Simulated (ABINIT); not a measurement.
# Pt (Fm-3m) in ABINIT: single point with PBEsol

Aim: the single point of Pt with PBEsol.

Program: ABINIT 10.8.3 (patched build). These are calculated values, not measurements. Logs are shortened: lines on timing, memory, paths and dates and some standing lists are left out, and cuts for length are marked. The log counts tension as positive stress, the text compression.

## Step 1: Starting point

It takes space group Fm-3m (No. 225, cubic). Conventional cell: a = 3.922 Å, b = 3.922 Å, c = 3.922 Å, α = 90.00°, β = 90.00°, γ = 90.00°. Pt (site symmetry m-3m) has 12 Pt at 2.77 Å as nearest neighbours.

## Step 2: Single point, PBEsol

The input, run.abi:

```
# Pseudopotentials
pp_dirpath "./"
pseudos "Pt.upf"

# Structure
acell 3*1.0 Angstrom
rprim
     0.0000000000     1.9609000000     1.9609000000
     1.9609000000     0.0000000000     1.9609000000
     1.9609000000     1.9609000000     0.0000000000
ntypat 1
znucl 78
natom 1
typat 1
xred
     0.0000000000     0.0000000000     0.0000000000

# Plane-wave basis
ecut 1034.032677 eV

# k points
kptopt 1
ngkpt 9 9 9
nshiftk 1
shiftk 0.0 0.0 0.0

# Exchange and correlation
ixc -116133

# Bands and occupations
nband 13
occopt 3
tsmear 0.05 eV

# SCF cycle
nstep 100
tolvrs 1.0e-10

# Output
iomode 3
prtwf 0
prtden 0
prteig 0
prtebands 0
enunit 1
```

Potentials or basis: PseudoDojo NC SR PBEsol v0.4.1 standard.

On the command line:

```bash
abinit run.abi > log 2>&1
```

run.abo:

```text
.Version 10.8.3 of ABINIT
 Symmetries : space group Fm -3 m (#225); Bravais cF (face-center cubic)
================================================================================
 Values of the parameters that define the memory need of the present run
     intxc =       0    ionmov =       0      iscf =       7    lmnmax =       8
     lnmax =       8     mgfft =      30  mpssoang =       4    mqgrid =    3001
     natom =       1  nloc_mem =       1    nspden =       1   nspinor =       1
    nsppol =       1      nsym =      48    n1xccc =    2501    ntypat =       1
    occopt =       3   xclevel =       2
       mpw =        1155          nfft =       27000          nkpt =          35
================================================================================
================================================================================

--------------------------------------------------------------------------------
------------- Echo of variables that govern the present computation ------------
--------------------------------------------------------------------------------
 -outvars: echo values of preprocessed input variables --------
            acell      1.8897261259E+00  1.8897261259E+00  1.8897261259E+00 Bohr
              amu      1.95080000E+02
             ecut      3.80000000E+01 Hartree
           enunit           1
              ixc     -116133
         kptrlatt        9    0    0      0    9    0      0    0    9
          kptrlen      4.71641293E+01
            natom           1
            nband          13
            ngfft          30      30      30
             nkpt          35
            nstep         100
             nsym          48
           ntypat           1
           occopt           3
           prtden           0
        prtebands           0
           prteig           0
            prtwf           0
            rprim      0.0000000000E+00  1.9609000000E+00  1.9609000000E+00
                       1.9609000000E+00  0.0000000000E+00  1.9609000000E+00
                       1.9609000000E+00  1.9609000000E+00  0.0000000000E+00
          spgroup         225
           tolvrs      1.00000000E-10
           tsmear      1.83746611E-03 Hartree
            typat      1
            znucl       78.00000

================================================================================

 chkinp: Checking input parameters for consistency.

================================================================================
== DATASET  1 ==================================================================

--- !DatasetInfo
iteration_state: {dtset: 1, }
dimensions: {natom: 1, nkpt: 35, mband: 13, nsppol: 1, nspinor: 1, nspden: 1, mpw: 1155, }
cutoff_energies: {ecut:  38.0, pawecutdg:  -1.0, }
electrons: {nelect:   1.80000000E+01, charge:   0.00000000E+00, occopt:   3.00000000E+00, tsmear:   1.83746611E-03, }
meta: {optdriver: 0, ionmov: 0, optcell: 0, iscf: 7, paral_kgb: 0, }
...

 Real(R)+Recip(G) space primitive vectors, cartesian coordinates (Bohr,Bohr^-1):
[... 52 lines left out ...]
etotal    :  -1.30557872E+02
entropy   :   0.00000000E+00
fermie    :   6.00278761E-01
cartesian_stress_tensor: # hartree/bohr^3
- [  8.46537170E-05,   0.00000000E+00,   0.00000000E+00, ]
- [  0.00000000E+00,   8.46537170E-05,   0.00000000E+00, ]
- [  0.00000000E+00,   0.00000000E+00,   8.46537170E-05, ]
pressure_GPa:  -2.4906E+00
xred      :
- [  0.0000E+00,   0.0000E+00,   0.0000E+00, Pt]
cartesian_forces: # hartree/bohr
- [ -0.00000000E+00,  -0.00000000E+00,  -0.00000000E+00, ]
force_length_stats: {min:   0.00000000E+00, max:   0.00000000E+00, mean:   0.00000000E+00, }
...

 Integrated electronic density in atomic spheres:
 ------------------------------------------------
 Atom  Sphere_radius  Integrated_density
    1        2.00000         14.45669705
================================================================================

 ----iterations are completed or convergence reached----

 Mean square residual over all n,k,spin=   67.714E-08; max=  22.069E-05
 reduced coordinates (array xred) for    1 atoms
       0.000000000000      0.000000000000      0.000000000000
 rms dE/dt=  0.0000E+00; max dE/dt=  0.0000E+00; dE/dt below (all hartree)
    1       0.000000000000      0.000000000000      0.000000000000

 cartesian coordinates (angstrom) at end:
    1      0.00000000000000     0.00000000000000     0.00000000000000

 cartesian forces (hartree/bohr) at end:
    1     -0.00000000000000    -0.00000000000000    -0.00000000000000
 frms,max,avg= 0.0000000E+00 0.0000000E+00   0.000E+00  0.000E+00  0.000E+00 h/b

 cartesian forces (eV/Angstrom) at end:
    1     -0.00000000000000    -0.00000000000000    -0.00000000000000
 frms,max,avg= 0.0000000E+00 0.0000000E+00   0.000E+00  0.000E+00  0.000E+00 e/A
 length scales=  1.889726125908  1.889726125908  1.889726125908 bohr
              =  1.000000000000  1.000000000000  1.000000000000 angstroms
 Fermi (or HOMO) energy (eV) =  16.33442   Average Vxc (eV)= -14.75454
 Eigenvalues (   eV  ) for nkpt=  35  k points:
 kpt#   1, nband= 13, wtk=  0.00137, kpt=  0.0000  0.0000  0.0000 (reduced coord)
 -82.37691  -36.24651  -36.24651  -36.24651    5.99881   12.50040   12.50040   12.50040
  14.68775   14.68775   30.86899   35.80822   35.80822
 prteigrs : prtvol=0 or 1, do not print more k-points.

--- !EnergyTerms
iteration_state     : {dtset: 1, }
comment             : Components of total free energy in Hartree
kinetic             :  3.72832238513645E+01
hartree             :  1.89857757453281E+01
xc                  : -2.36475413246133E+01
Ewald energy        : -1.00220595834459E+02
psp_core            :  4.69437447219881E+00
local_psp           : -7.55748023197487E+01
non_local_psp       :  7.92211865750072E+00
internal            : -1.30557446752429E+02
'-kT*entropy'       : -4.25638250669235E-04
total_energy        : -1.30557872390679E+02
total_energy_eV     : -3.55266069307628E+03
band_energy         : -9.44011597544856E+00
...

 Cartesian components of stress tensor (hartree/bohr^3)
  sigma(1 1)=  8.46537170E-05  sigma(3 2)=  0.00000000E+00
  sigma(2 2)=  8.46537170E-05  sigma(3 1)=  0.00000000E+00
  sigma(3 3)=  8.46537170E-05  sigma(2 1)=  0.00000000E+00

-Cartesian components of stress tensor (GPa)         [Pressure= -2.4906E+00 GPa]
- sigma(1 1)=  2.49059834E+00  sigma(3 2)=  0.00000000E+00
- sigma(2 2)=  2.49059834E+00  sigma(3 1)=  0.00000000E+00
- sigma(3 3)=  2.49059834E+00  sigma(2 1)=  0.00000000E+00

== END DATASET(S) ==============================================================
================================================================================

 -outvars: echo values of variables after computation  --------
            acell      1.8897261259E+00  1.8897261259E+00  1.8897261259E+00 Bohr
           etotal     -1.3055787239E+02
            fcart     -0.0000000000E+00 -0.0000000000E+00 -0.0000000000E+00
            rprim      0.0000000000E+00  1.9609000000E+00  1.9609000000E+00
                       1.9609000000E+00  0.0000000000E+00  1.9609000000E+00
                       1.9609000000E+00  1.9609000000E+00  0.0000000000E+00
           strten      8.4653716988E-05  8.4653716988E-05  8.4653716988E-05
                       0.0000000000E+00  0.0000000000E+00  0.0000000000E+00
 Calculation completed.
```

It took 8.5 s on 1 thread of Intel Xeon 6975P-C (Granite Rapids), shared host; peak memory 0.06 GiB.

What came out:

```
Free energy                                           : -3552.6607 eV
Pressure                                              : -2.5 GPa
Band gap on the k mesh                                : none (metal or under the smearing width)
Valence electrons inside the program's atomic spheres : Pt 14.46 (radii [1.0584] Å)
```
